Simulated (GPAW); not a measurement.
# B/Ag(100): simulated STM images, part 2 of 2

Wanted: filled- and empty-state images of B/Ag(100), with its work function.

GPAW 26.7.0; GPAW, PAW setups; slab in vacuum, relaxation (the session's first sound run).

So far, upper work function (eV): step 2 (relaxation) 4.43.

## 3. The slab's potential (continued)

Tip height over the top atom over a1 and a2. Sample bias -1 V, constant current at the mean current 3.0 Å over the top atom.

Ten even steps from '_' (2.977 Å) to '@' (3.036 Å):
```
________....::::::::....______
______..::::--------::::..____
____..::--====++++====--::..__
....::--==++********++==--::..
....::==++**##%%%%##**++==::..
..::--==**##%%@@@@%%##**==--::
::::--++**%%@@@@@@@@%%**++--::
::::--++**%%@@@@@@@@%%**++--::
..::--==**##%%@@@@%%##**==--::
....::==++**##%%%%##**++==::..
....::--==++********++==--::..
____..::--====++++====--::..__
______..::::--------::::..____
________....::::::::....______
________......::::......______
```
Columns: a1 from 0 to 0.933; rows upwards: a2 from 0 to 0.933.

Local density of states summed over the bias window over a1 and a2. Sample bias -1 V, constant height 3.0 Å over the top atom.

Ten even steps from '0' (4.71 × 1e-5 arbitrary) to '9' (5.44 × 1e-5 arbitrary):
```
000011122111000
000112233221100
001223444432210
011245566554211
112356777765321
112457899875421
123467999976432
123467999976432
112457899875421
112356777765321
011345566554211
001233444432210
000112233221100
000011122111000
000001111110000
```
Columns: a1 from 0 to 0.933; rows upwards: a2 from 0 to 0.933.

Tip height over the top atom over a1 and a2. Sample bias 1.5 V, constant current at the mean current 3.0 Å over the top atom.

Ten even steps from '0' (2.50 Å) to '9' (3.22 Å):
```
012345666654321
123456677665432
334567777776543
445677888877654
556778999987765
566789999998766
667789999998776
667789999998776
566789999998766
556778999987765
445677888877654
334567777776543
123456677665432
012345666654321
001345566554310
```
Columns: a1 from 0 to 0.933; rows upwards: a2 from 0 to 0.933.

Local density of states summed over the bias window over a1 and a2. Sample bias 1.5 V, constant height 3.0 Å over the top atom.

Ten even steps from '0' (0.98 × 1e-4 arbitrary) to '9' (4.14 × 1e-4 arbitrary):
```
000122333322100
001123444432110
111234555543211
122345666654322
223456788765432
234567899876543
334568999986543
334568999986543
234567899876543
223456788765432
122345666654322
111234555543211
001123444432110
000122333322100
000112233221100
```
Columns: a1 from 0 to 0.933; rows upwards: a2 from 0 to 0.933.

Force by atom:

| atom | x (eV/Å) | y (eV/Å) | z (eV/Å) | size |
| --- | --- | --- | --- | --- |
| Ag1 | 0.000 | 0.000 | -0.070 | 0.070 |
| Ag2 | 0.000 | 0.000 | 0.113 | 0.113 |
| Ag3 | 0.000 | 0.000 | -0.014 | 0.014 |
| Ag4 | 0.000 | 0.000 | -0.023 | 0.023 |
| B5 | 0.000 | 0.000 | -0.008 | 0.008 |

The potential is flat to 2.6e-5 eV/Å where it is read, so the vacuum is wide enough.

## 4. A changed run

One more run, with changed settings.

Contents of run.py:

```python
import json
import numpy as np
from ase import Atoms
from gpaw import GPAW, PW

slab = Atoms(
    ['Ag', 'Ag', 'Ag', 'Ag', 'B'],
    positions=[
        [1.44603, 1.44603, 9.00000],
        [0.00000, 0.00000, 11.04500],
        [1.44603, 1.44603, 13.17780],
        [-0.00000, -0.00000, 15.48439],
        [1.44603, 1.44603, 15.91028]],
    cell=[[2.89207, 0.0, 0.0], [0.0, 2.89207, 0.0], [0.0, 0.0, 25.16557]],
    pbc=[True, True, False])

slab.calc = GPAW(mode=PW(500), xc='PBE', kpts={'size': (11, 11, 1), 'gamma': True},
                 occupations={'name': 'fermi-dirac', 'width': 0.1}, nbands='200%',
                 convergence={'density': 1e-05}, maxiter=50,
                 poissonsolver={'dipolelayer': 'xy'},
                 symmetry={'tolerance': 1e-3}, txt='slab.txt')
result = {}
energy = slab.get_potential_energy()
fermi = slab.calc.get_fermi_level()
v = slab.calc.get_electrostatic_potential().mean((0, 1)) - fermi
n = slab.calc.get_pseudo_density().mean((0, 1))
L = slab.cell[2, 2]
z = np.arange(len(v)) * L / len(v)
low, high = slab.positions[:, 2].min(), slab.positions[:, 2].max()
below, above = np.interp([low - 1.0, high + 1.0], z, v)
slopes = [np.interp(x, z, np.gradient(v, z)) for x in (low - 1.0, high + 1.0)]
eps = np.array([[slab.calc.get_eigenvalues(k, s) for k in range(len(slab.calc.get_ibz_k_points()))]
                for s in range(slab.calc.get_number_of_spins())]) - fermi
top, bottom = eps[eps < 0].max(), eps[eps > 0].min()
dipole = slab.get_dipole_moment()[2]
print(f'energy {energy:.4f} eV, Fermi level {fermi:.4f} eV, dipole {dipole:.5f} e A')
print(f'potential 1.0 A off the faces, from the Fermi level: lower {below:.4f} eV, upper {above:.4f} eV')
print(f'slope of the potential there: lower {slopes[0]:.5f}, upper {slopes[1]:.5f} eV/A')
print(f'nearest levels on the mesh: {top:.4f} and {bottom:.4f} eV')
print('magnetic moment', round(slab.get_magnetic_moment(), 3))
result.update(energy=energy, fermi=fermi, dipole=dipole, below=below, above=above, slopes=slopes, edges=[top, bottom],
              z=z.tolist(), v=v.tolist(), n=n.tolist(), positions=slab.positions.tolist(),
              forces=slab.get_forces(apply_constraint=False).tolist(), moments=slab.get_magnetic_moments().tolist())
json.dump(result, open('result.json', 'w'))
```

The run is started by

```bash
> OMP_NUM_THREADS=1 OPENBLAS_NUM_THREADS=1 python run.py
```

What it wrote:

```text
energy -14.5562 eV, Fermi level 0.3904 eV, dipole -0.01361 e A
potential 1.0 A off the faces, from the Fermi level: lower 1.1597 eV, upper 2.1481 eV
slope of the potential there: lower -8.30358, upper 6.44125 eV/A
nearest levels on the mesh: -0.0213 and 0.0648 eV
magnetic moment 0.0
```

Wall time 7.6 min (1 thread of Arm Neoverse V2, shared host); peak memory 0.34 GiB.

The run finished. A setting was moved off its sound value on purpose, so it serves as a test and not as the result.

The fault put into the input: the potential probed 1 A off the face (probe = 1.0).

## 5. Summary of results

| Item | Value |
| --- | --- |
| work function, upper and lower face | 4.427 and 4.132 eV |
| dipole along the normal | -0.0136 e Å |
| corrugation at -2 V | 0.0141 Å |
| corrugation at -1 V | 0.0588 Å |
| corrugation at 1.5 V | 0.720 Å |

The corrugation at constant current is largest at 1.5 V, where the tip height varies by 0.72 Å over the cell. Negative sample bias images filled states, positive bias empty ones. The two faces differ by 0.29 eV, the step that the slab's dipole makes (e p/(ε0 A) gives 0.29 eV), so the dipole layer is needed. The images are of Tersoff-Hamann type: an s-wave tip, no tip-sample forces, heights closer than in a microscope. The cell of 8.36 Å² holds one B, started on one chosen site; other sites and coverages weren't tried. The in-plane lattice was kept as typed, which isn't the functional's own and leaves some strain; spin-orbit coupling and temperature are left out.

[Logs are printed without paths, hosts, clocks, repeated set-up lines and the standing remarks that a program may print on its own settings, such as how far it seeks lower states.]

[Hosts, paths, dates, database ids (printed as entryN), source tags and the programs' standing remarks are cut or masked in the printed files.]
